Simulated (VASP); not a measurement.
Input of a VASP 6.6.1 run:

INCAR

```
PREC     = Accurate       # precision mode
ENCUT    = 520            # plane-wave cutoff, eV
EDIFF    = 1E-6           # SCF threshold, eV
ISMEAR   = -1             # smearing method
SIGMA    = 0.1            # smearing width, eV
LREAL    = F              # projectors in reciprocal space
LASPH    = T              # aspherical terms in the spheres
NELM     = 100            # most SCF steps
ALGO     = Fast           # electronic algorithm
ISIF     = 2              # what is computed and relaxed
LWAVE    = F              # write WAVECAR
LCHARG   = F              # write CHGCAR
GGA      = RP             # functional
NBANDS   = 22             # bands
```

Contents of KPOINTS:

```
regular mesh
0
Gamma
  17 17 9
```

File POSCAR:

```
Bi
1.0
    3.5737419841      0.0000000000      0.0000000000
   -1.7868709921      3.0949513448      0.0000000000
    0.0000000000      0.0000000000      5.8808123318
Bi
2
Direct
    0.3333333333      0.6666666667      0.2500000000
    0.6666666667      0.3333333333      0.7500000000
```

Potentials or basis: VASP PAW PBE potentials, release 64 (Bi_d).

The run is started by

```console
$ cat potpaw_PBE.64/Bi_d/POTCAR > POTCAR
$ mpirun -np 1 vasp_std > vasp.out
```

(1) Estimate the band gap on the k mesh.

(2) Estimate the pressure.

Answers

(1) none (metal or under the smearing width).

(2) 0.0 GPa.

Caveat: the PAW data sets were made with another functional, which shifts forces and pressure a little; spin-orbit coupling is left out, which moves the levels of the heavy elements.
